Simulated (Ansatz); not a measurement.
# Formation energy and levels of the self-interstitial O_i (6-fold void) in Ga2O3 (C2/m)

Wanted: the transition levels of a self-interstitial in Ga2O3 (C2/m), from a cell of 120 host atoms with 1 O put in.

Program: Ansatz 0.2.0. Level of theory: place-levels on r2SCAN runs: charge-transition levels and formation energies with image-charge correction and potential alignment at the atomic sites; PAW set soft_1. Results are calculated unless marked as measured.

Experimental background.

“Theoretical and experimental investigation of optical absorption anisotropy in beta-Ga2O3” (2015, arxiv:1511.02601) reports for Ga2O3, monoclinic beta, by polarised optical absorption, Tauc extrapolation (nominally undoped (010) EFG wafer, 0.65 mm thick, 300 K): band gap (optical absorption edge, E quasi-parallel to a (orthogonal to bc …) 4.57 eV [Absorption onset of a 0.65 mm thick n-type wafer; polarization is actually 13 degrees …].

Most raw output is cut from this account.

In doubt: warnings of the run leave room for a lower electronic state (in some of the runs), so energies may not be the lowest and differences between runs may mislead.

## 1. The structure

The cell holds 121 atoms: 48 Ga and 73 O. Its edges and angles: a = 12.253 Å, b = 9.117 Å, c = 11.616 Å, α = 90.0°, β = 103.8°, γ = 90.0°. It derives from Ga2O3 (space group C2/m). Nearest the centre at fractional (0.678, 0.667, 0.380): O121 at 0.00 Å, O96 at 1.90 Å, O56 at 1.90 Å, Ga88 at 1.90 Å, Ga48 at 1.90 Å, O100 at 1.90 Å, O90 at 2.11 Å, Ga84 at 2.55 Å.

The host's dielectric constants go in as inputs: (4.07, 4.18, 4.18) for the electrons alone, principal values (10.78, 10.83, 13.86) with the ions, computed on the host (DFPT, PBEsol, on the r2SCAN cell), and a cell off the functional's own equilibrium shifts the ionic part.

The cell's shortest repeat is 9.1 Å.

## 2. What was run first

A transition level is the Fermi level at which two charge states cost the same, so each charge needs its own total energy, at its own relaxed structure.

Random displacements of about 0.05 Å break the site symmetry at the start, so that the relaxation can reach a distorted minimum if there is one. Forces are taken at one point at (¼, ¼, ¼). The cell holds 2 electrons more than the neutral one, with a uniform background that keeps it neutral on the whole.

The sampling was tested on the host first: at the k-points planned (1x1x1 shifted 0.25 0.25 0.25) its energy lies 0.000 eV an atom from the dense-mesh value, under the bound of 0.02 eV set for this test; that bounds the host's error, not the defect's.

One state's input; the others differ in charge, spin, start and seed, and in occupations where the table says so.

The input, qm2.relax/input.yaml:

```yaml
crystal:
  lattice:
    - [12.25319083, 0.0, -0.00523009]
    - [0.0, 3.03896096, 0.0]
    - [-1.38346229, 0.0, 5.64095242]
  atoms:
    - { symbol: Ga, position: [0.34129147, 0.0, 0.68554557] }
    - { symbol: Ga, position: [0.84129147, 0.5, 0.68554557] }
    - { symbol: Ga, position: [0.15870853, 0.5, 0.31445443] }
    - { symbol: Ga, position: [0.65870853, 0.0, 0.31445443] }
    - { symbol: Ga, position: [0.4094761, 0.5, 0.2051927] }
    - { symbol: Ga, position: [0.9094761, 0.0, 0.2051927] }
    - { symbol: Ga, position: [0.0905239, 0.0, 0.7948073] }
    - { symbol: Ga, position: [0.5905239, 0.5, 0.7948073] }
    - { symbol: O, position: [0.003746, 0.5, 0.74380369] }
    - { symbol: O, position: [0.503746, 0.0, 0.74380369] }
    - { symbol: O, position: [0.496254, 0.0, 0.25619631] }
    - { symbol: O, position: [0.996254, 0.5, 0.25619631] }
    - { symbol: O, position: [0.32666853, 0.5, 0.43647625] }
    - { symbol: O, position: [0.82666853, 0.0, 0.43647625] }
    - { symbol: O, position: [0.17333147, 0.0, 0.56352375] }
    - { symbol: O, position: [0.67333147, 0.5, 0.56352375] }
    - { symbol: O, position: [0.16419004, 0.0, 0.10911846] }
    - { symbol: O, position: [0.66419004, 0.5, 0.10911846] }
    - { symbol: O, position: [0.33580996, 0.5, 0.89088154] }
    - { symbol: O, position: [0.83580996, 0.0, 0.89088154] }
  supercell: [1, 3, 2]
  defects:
    - { interstitial: { symbol: O, position: [0.677995, 0.666667, 0.38046] } }
total_charge: -2
basis:
  ecutwfc: 500
  xc_grid: 2
hamiltonian:
  xc: r2scan
  pseudopotentials: { kind: paw, azcp: { folder: soft_1 } }
kpoints:
  mp_grid: { grid: [1, 1, 1], shift: [0.25, 0.25, 0.25] }
scf:
  occupations: { method: fixed }
  max_iter: 60
output:
  forces: true
  charged_corrections:
    epsilon: [4.07, 4.18, 4.18]
    static_epsilon: [[11.02, 0.0, -0.83], [0.0, 10.83, 0.0], [-0.83, 0.0, 13.62]]
relax:
  f_tol: 0.02
  max_steps: 80
  random_displacement: { amplitude: 0.05, seed: 2058 }
checkpoint:
  write: "../qm2.relax.run"
  compress: false
  write_wavefunctions: true
  write_every: 100000
```

Command:

```bash
> ansatz run input.yaml --threads 32 --pin off --max-ram 56524MiB --backend cuda --events-out ev --progress --plain --runs-dir out --max-vram 78GiB
```

Defect states can disperse in a cell of this size, so the energy is taken again at a 2×2×2 shifted mesh, on the relaxed structure.

The run of this state that the levels use, under r2SCAN:

The input, qm2.point/input.yaml:

```yaml
crystal:
  checkpoint: "../qm2.relax.run"
  host: checkpoint
total_charge: -2
basis:
  ecutwfc: 500
  xc_grid: 2
hamiltonian:
  xc: r2scan
  pseudopotentials: { kind: paw, azcp: { folder: soft_1 } }
kpoints:
  mp_grid: { grid: [2, 2, 2], shift: [0.5, 0.5, 0.5] }
scf:
  occupations: { method: fermi_dirac, width: 0.01 }
  max_iter: 60
output:
  forces: true
  eigenvalues: true
  charged_corrections:
    epsilon: [4.07, 4.18, 4.18]
    static_epsilon: [[11.02, 0.0, -0.83], [0.0, 10.83, 0.0], [-0.83, 0.0, 13.62]]
    defect_position: [0.677995, 0.666667, 0.38046]
  eigenstates: { localisation: true }
  populations: true
checkpoint:
  read: "../qm2.relax.run"
  write: "../qm2.point.run"
  compress: false
  write_wavefunctions: false
  write_every: 100000
```

Relaxations under r2SCAN at one point at (¼, ¼, ¼); times on 1 × NVIDIA GB200 with 32 threads of Arm Neoverse V2, shared host:

| charge | moment (μB) | occupations | outcome | steps | largest displacement against the far atoms (Å) | time |
| --- | --- | --- | --- | --- | --- | --- |
| −2 | 0 | fixed | converged | 10 | 1.08 | 15 s |
| −2 | 2 | fixed | converged | 12 | 1.14 | 26 s |
| −1 | 1 | fixed | converged | 17 | 1.14 | 37 s |
| 0 | 0 | fixed | converged | 15 | 1.61 | 20 s |
| 0 | 2 | fixed | converged | 12 | 0.68 | 25 s |
| +1 | 1 | fixed | converged | 15 | 1.32 | 32 s |

Single points under r2SCAN at a 2×2×2 shifted mesh; times on 1 × NVIDIA GB200 with 32 threads of Arm Neoverse V2, shared host:

| charge | moment (μB) | occupations | outcome | time |
| --- | --- | --- | --- | --- |
| −2 | 0 | fermi-dirac | converged | 6.8 s |
| −2 | 2 | fermi-dirac | converged | 15 s |
| −1 | 1 | fermi-dirac | converged | 16 s |
| 0 | 0 | fermi-dirac | converged | 8 s |
| 0 | 2 | fermi-dirac | converged | 18 s |
| +1 | 1 | fermi-dirac | converged | 17 s |

Distances (Å) from O121 to the nearest atoms after relaxation with r2SCAN:

```csv
charge,moment (μB),1.,2.,3.,4.,5.,6.
−2,0,Ga 1.99,Ga 2.02,Ga 2.02,O 2.38,O 2.41,O 2.41
−2,2,O 2.06,Ga 2.08,Ga 2.14,Ga 2.14,O 2.36,O 2.36
−1,1,O 2.06,Ga 2.08,Ga 2.14,Ga 2.15,O 2.35,O 2.36
0,0,O 1.45,Ga 1.87,O 2.48,O 2.49,O 2.67,Ga 2.72
0,2,O 1.95,Ga 1.98,Ga 2.04,O 2.23,O 2.38,O 2.41
+1,1,O 1.38,O 2.27,O 2.27,Ga 2.36,Ga 2.51,Ga 2.51
```

## 3. place-levels, r2SCAN

A charged cell interacts with its images and the background, and its potential has another zero than the host's. place-levels removes the first by a point-charge model, screened by the static dielectric constant since the ions have relaxed around the charge, and the second by comparing potentials at atoms far from the defect.

The host is a run of the defect-free crystal in the same cutoffs, grids and k-points, so that basis and sampling errors cancel in part in the differences. Its band edges come from a run of the primitive cell that searches the zone for them. The host is run in a cell of 20 atoms on a matching mesh. Chemical potentials are energies per atom of O (O2 molecule), run with the same functional and cutoff.

The input, levels.point.yaml:

```yaml
host:
  run: host.point.run
  levels_from: { run: edges.point.run }
states: [qm2.point.run, qm2_M2.point.run, qm1_M1.point.run, q0.point.run, q0_M2.point.run, qp1_M1.point.run]
geometry_from:
  qm2.point.run: qm2.relax.run
  qm2_M2.point.run: qm2_M2.relax.run
  qm1_M1.point.run: qm1_M1.relax.run
  q0.point.run: q0.relax.run
  q0_M2.point.run: q0_M2.relax.run
  qp1_M1.point.run: qp1_M1.relax.run
  host.point.run: host.relax.run
chemical_potentials:
  O:
    energy: -565.989614
    dataset: <sha256 of the dataset>
epsilon: [4.07, 4.18, 4.18]
static_epsilon:
  - [11.02, 0.0, -0.83]
  - [0.0, 10.83, 0.0]
  - [-0.83, 0.0, 13.62]
vertical:
  - { from: qm2.point.run, to: qm2.point_neutral.run }
  - { from: qm2_M2.point.run, to: qm2_M2.point_neutral.run }
  - { from: qm1_M1.point.run, to: qm1_M1.point_neutral.run }
  - { from: qp1_M1.point.run, to: qp1_M1.point_neutral.run }
```

Command:

```bash
> ansatz place-levels levels.point.yaml -- --threads 32 --pin off --max-ram 56524MiB --backend cuda --max-vram 78GiB
```

Run time: 0.72 s. Hardware: 32 threads of Arm Neoverse V2, shared host.

Under r2SCAN the gap is 3.04 eV, (+1/0) 0.49, (0/−1) 2.47, (−1/−2) 2.18 eV; the steps are inverted, so the lowest state changes at (0/−2) 2.32 eV.

Levels between the charges placed, in eV above the valence top:

```
        gap (eV)  (+1/0)  (0/−1)  (−1/−2)
r2SCAN      3.04    0.49    2.47     2.18
```

Corrections by state:

| charge | moment (μB) | image terms and alignment (eV) | band filling (eV) | ε used | over the lowest of its charge, as the program ranks them, band filling apart (eV) |
| --- | --- | --- | --- | --- | --- |
| +1 | 1.0 | 0.233 | - | principal values (10.78, 10.83, 13.86) | 0.000 |
| 0 | 0.0 | 0.000 | - | - | 0.000 |
| −1 | 1.0 | 0.058 | - | principal values (10.78, 10.83, 13.86) | 0.000 |
| −2 | 0.0 | 0.371 | - | principal values (10.78, 10.83, 13.86) | 0.000 |
| 0 | 2.0 | 0.000 | - | - | 1.413 |
| −2 | 2.0 | 0.319 | - | principal values (10.78, 10.83, 13.86) | 2.005 |

The charged structures listed were also run neutral, and place-levels reads from each pair, by the potential or the spins, how wide the charge is by which they differ; that can be the carrier of either run.

| charge | rms radius (Å) | spread where it is widest against the cell (Å) | wide from (Å) | reading |
| --- | --- | --- | --- | --- |
| +1 | 0.9 | 0.60 | 1.58 | narrow |
| −1 | 1.8 | 1.33 | 2.06 | narrow |
| −2 | 4.6 | 3.13 | 2.06 | wide |

The neutral runs of these pairs need not share the spin of the lowest neutral state, and very wide values only mean spread over the cell.

From the program's caveats on the states, each cut to its opening words:

- charge +1 (1 μB): its displacements don't fall off away from the defect: farther atoms stand 0.019 Å off the host's places
- charge +1 (1 μB), −1 (1 μB), 0 (2 μB), −2 (2 μB): flagged: stability check not made
- charge −1 (1 μB): its displacements don't fall off away from the defect: farther atoms stand 0.054 Å off the host's places
- charge −2: it parts from the run at its places by a charge that spreads by about 3.1 Å along one vector (2.1 Å or more is wide), by its potential at epsilon [4.07, 4.18, [...]
- charge −2: its displacements don't fall off away from the defect: farther atoms stand 0.062 Å off the host's places
- charge −2 (2 μB): it parts from the run at its places by a charge that spreads by about 2.5 Å along one vector (2.1 Å or more is wide), by the spins about the atoms, where the [...]
- charge −2 (2 μB): its displacements don't fall off away from the defect: farther atoms stand 0.055 Å off the host's places
- charge −2 (2 μB): its moments are held at its close (magnetization.spin_locking), by a field of 0.549 eV a Bohr magneton, and its energy and levels are of the state that this [...]

Chemical potentials of the elements' reference phases, run alike. Formation energy by charge state (elemental references; gap 3.04 eV):

| charge | at valence top (eV) | at conduction bottom (eV) | correction included (eV) |
| --- | --- | --- | --- |
| +1 | 1.85 | 4.89 | 0.23 |
| 0 | 2.34 | 2.34 | 0.00 |
| −1 | 4.81 | 1.78 | 0.06 |
| −2 | 6.99 | 0.92 | 0.37 |

```tsv
Fermi level (eV)	lowest formation energy (eV)
0.00	1.85
0.28	2.13
0.55	2.34
0.83	2.34
1.10	2.34
1.38	2.34
1.66	2.34
1.93	2.34
2.21	2.34
2.48	2.02
2.76	1.47
3.04	0.92
```

## 4. Effect of the sampling

The relaxations' own energies give the levels at their sampling, for comparison.

The input, levels.relax_mesh.yaml:

```yaml
host:
  run: host.relax.run
  levels_from: { run: edges.relax.run }
states: [qm2.relax.run, qm2_M2.relax.run, qm1_M1.relax.run, q0.relax.run, q0_M2.relax.run, qp1_M1.relax.run]
chemical_potentials:
  O:
    energy: -565.989614
    dataset: <sha256 of the dataset>
```

Command:

```bash
> ansatz place-levels levels.relax_mesh.yaml -- --threads 32 --pin off --max-ram 56524MiB --backend cuda --max-vram 78GiB
```

The job ended after 0.24 s (32 threads).

Levels between neighbouring charges, in eV above the valence top:

```
                        gap (eV)  (+1/0)  (0/−1)  (−1/−2)
one point at (¼, ¼, ¼)      3.04    0.49    2.47     2.18
  a 2×2×2 shifted mesh      3.04    0.49    2.47     2.18
```

Going from one point at (¼, ¼, ¼) to a 2×2×2 shifted mesh moves the levels that carry no band-filling term by up to 0.00 eV and formation energies against the elements by up to 0.00 eV.

## 5. Placing the levels, PBEsol

PBEsol on the same structure is run to see how far the result rests on the functional, though not on the errors that semilocal functionals share; the sampling changes too, to one point at (¼, ¼, ¼), so differences hold both changes.

The input, qm2.pbesol/input.yaml:

```yaml
crystal:
  checkpoint: "../qm2.relax.run"
  host: checkpoint
total_charge: -2
basis:
  ecutwfc: 420
  xc_grid: 2
hamiltonian:
  xc: pbesol
  pseudopotentials: { kind: paw, azcp: { folder: soft_1 }, xc_functional: pbe }
kpoints:
  mp_grid: { grid: [1, 1, 1], shift: [0.25, 0.25, 0.25] }
scf:
  occupations: { method: fermi_dirac, width: 0.01 }
  max_iter: 60
output:
  forces: true
  eigenvalues: true
  charged_corrections:
    epsilon: [4.07, 4.18, 4.18]
    static_epsilon: [[11.02, 0.0, -0.83], [0.0, 10.83, 0.0], [-0.83, 0.0, 13.62]]
    defect_position: [0.677995, 0.666667, 0.38046]
  eigenstates: { localisation: true }
  populations: true
checkpoint:
  write: "../qm2.pbesol.run"
  compress: false
  write_wavefunctions: false
  write_every: 100000
```

Run time: 2.9 s. Hardware: 1 × NVIDIA GB200 with 32 threads; peak memory 1.7 GiB.

The input, levels.pbesol.yaml:

```yaml
host:
  run: host.pbesol.run
  levels_from: { run: edges.pbesol.run }
states: [qm2.pbesol.run, qm2_M2.pbesol.run, qm1_M1.pbesol.run, q0.pbesol.run, q0_M2.pbesol.run, qp1_M1.pbesol.run]
geometry_from:
  qm2.pbesol.run: qm2.relax.run
  qm2_M2.pbesol.run: qm2_M2.relax.run
  qm1_M1.pbesol.run: qm1_M1.relax.run
  q0.pbesol.run: q0.relax.run
  q0_M2.pbesol.run: q0_M2.relax.run
  qp1_M1.pbesol.run: qp1_M1.relax.run
  host.pbesol.run: host.relax.run
chemical_potentials:
  O:
    energy: -558.291301
    dataset: <sha256 of the dataset>
```

Command:

```bash
> ansatz place-levels levels.pbesol.yaml -- --threads 32 --pin off --max-ram 56524MiB --backend cuda --max-vram 78GiB
```

Wall time 0.5 s (32 threads).

Under PBEsol the gap is 2.28 eV, (+1/0) 0.34, (0/−1) 2.27, (−1/−2) 1.73 eV; the steps are inverted, so the lowest state changes at (0/−2) 2.00 eV.

## 6. Cost and result

Levels between neighbouring charges, in eV above each run's own valence top:

|  | gap (eV) | (+1/0) | (0/−1) | (−1/−2) | GPU time a state at this stage (restarts are quicker than cold starts) |
| --- | --- | --- | --- | --- | --- |
| r2SCAN, 2×2×2 shifted mesh | 3.04 | 0.49 | 2.47 | 2.18 | 14 s |
| PBEsol on r2SCAN structures, (¼, ¼, ¼) | 2.28 | 0.34 | 2.27 | 1.73 | 5.7 s |

## 7. Outcome

```
gap of the host                                                             : 3.04 eV (r2SCAN)
level (plus 1/0)                                                            : 0.49 eV above the valence top
level (0/minus 1)                                                           : 2.47 eV above the valence top, not a change between lowest states
level (minus 1/minus 2)                                                     : 2.18 eV above the valence top, not a change between lowest states
level (0/minus 2)                                                           : 2.32 eV above the valence top
lowest of the charges placed, just above the valence top (0.02 eV)          : +1
lowest of the charges placed, just below the conduction bottom (0.02 eV)    : −2
lowest formation energy at mid-gap of the charges run, elemental references : 2.34 eV
```

**Reading.** Of the charges placed (−2, −1, 0 and +1), the lowest changes at 0.49 eV (+1/0) and 2.32 eV (0/−2) above the valence top, in a gap of 3.04 eV. (0/−2) passes over charge −1, which lies 0.15 eV above the two there; a lower structure or spin state of it, if missed, would change that. Charges above +1 and below −2 were not placed, so these runs say nothing of levels that involve them. States placed: +1 at 1 μB; 0 at 0 μB and 2 μB; −1 at 1 μB; −2 at 0 μB and 2 μB. Other spin states or structures, where not listed, weren't placed. At charge −2, −1, 0 and +1 the atom put in ends up to 1.6 Å from its starting place, so the name tells the start alone and the levels can join different sites. Going from one point at (¼, ¼, ¼) to a 2×2×2 shifted mesh moves the levels that carry no band-filling term by up to 0.00 eV and formation energies against the elements by up to 0.00 eV. What this leaves open: r2SCAN makes the gap too small and tends to spread out bound carriers; where a gas molecule sets a chemical potential or the host's formation energy, its binding is uncorrected.

Calculation against experiment:

```
                                                                                                 quantity  measured           PBEsol           r2SCAN
band gap (least gap of the host; the measured gap is an optical one, which needn't be the least gap) (eV)      4.57  2.28 (-2.29 eV)  3.04 (-1.53 eV)
```

Measured values from arxiv:1511.02601 (2015).

Verdict: For the band gap, of the levels listed nearest comes r2SCAN (-1.53 eV) and farthest PBEsol (-2.29 eV). Local and semilocal functionals usually give gaps below the measured ones. An optical gap can lie under the band gap by the exciton's binding. Zero-point and thermal motion shift the measured gap.

[Logs are printed without paths, hosts, clocks, repeated set-up lines and the standing remarks that a program may print on its own settings, such as how far it seeks lower states.]

[Hosts, paths, dates, database ids (printed as entryN), source tags and the programs' standing remarks are cut or masked in the printed files.]

[Where a table of states has a column of steps, it counts the stored structures, which are thinned; the runs took as many ionic steps or more.]

[A defect's name tells the site on which it was built; relaxed atoms can leave that site.]

[For some hosts the program warned that the k-mesh of the response run may be too coarse for force constants and the static dielectric constant; such warnings are not shown here.]
